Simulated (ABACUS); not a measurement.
Ge:

```
Ge
1.0
     0.00000    2.82891    2.82891
     2.82891    0.00000    2.82891
     2.82891    2.82891    0.00000
Ge
2
Direct
  0.75000 0.75000 0.75000
  0.50000 0.50000 0.50000
```

Base run:

* Program: ABACUS 3.10.1
* Functional: rPW86PBE
* Potentials or basis: Ansatz NC PBE
* Cutoff: 1075 eV
* Density cutoff: 4299 eV
* Basis: plane waves
* k mesh: 6 × 6 × 6
* Occupations: fermi-dirac, width 0.05 eV
* Spin: no spin polarisation

Its results: band gap on the k mesh none (metal or under the smearing width); pressure 6.3 GPa.

Problem. The run is repeated on the same cell with these changes: functional from rPW86PBE to BP86. What comes out?

Solution. Band gap on the k mesh none (metal or under the smearing width); pressure 4.1 GPa.

Caveats: the potentials were made for another functional, which shifts forces and pressure; this crystal is a semiconductor, whose small gap the functional closes, so the metal is an error of the method.

Not every run made on this cell is shown here.
